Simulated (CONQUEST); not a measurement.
MoSe2:

```
Mo Se
1.0
     3.28800    0.00000    0.00000
     0.00000    5.69498    0.00000
     0.00000    0.00000   12.90000
Mo Se
4 8
Cartesian
  0.0000 1.8983 3.2250
  1.6440 4.7458 3.2250
  0.0000 3.7967 9.6750
  1.6440 0.9492 9.6750
  0.0000 1.8983 8.0625
  1.6440 4.7458 8.0625
  0.0000 3.7967 1.6125
  1.6440 0.9492 1.6125
  0.0000 1.8983 11.2875
  1.6440 4.7458 11.2875
  0.0000 3.7967 4.8375
  1.6440 0.9492 4.8375
```

Base run:

* Program: CONQUEST 1.3
* Functional: PBE
* Potentials or basis: PseudoDojo NC PBE, SZP, grid cutoff 120 Ha
* k mesh: 5 × 3 × 2
* Occupations: fermi-dirac, width 0.05 eV
* Spin: no spin polarisation

Its results: band gap on the k mesh 0.82 eV; pressure 13.5 GPa; largest force 1.973 eV/Å.

The run is repeated on the same cell with these changes: k mesh from 5 × 3 × 2 to 6 × 4 × 2. What comes out?

Band gap on the k mesh 0.72 eV; pressure 13.5 GPa; largest force 1.970 eV/Å.

Caveats: the atomic basis is small; the cell's inner coordinates are idealised or old, which leaves forces on the atoms; this functional lacks dispersion, which binds the layers, so the pressure and a relaxed spacing across them are unreliable; the basis of atomic orbitals isn't converged, which shifts pressures, moduli and gaps; the box holds several primitive cells, so bands are folded and the points are those of the box's own zone (some runs); an odd mesh through Γ misses points on the zone boundary, where band edges often lie (some runs).
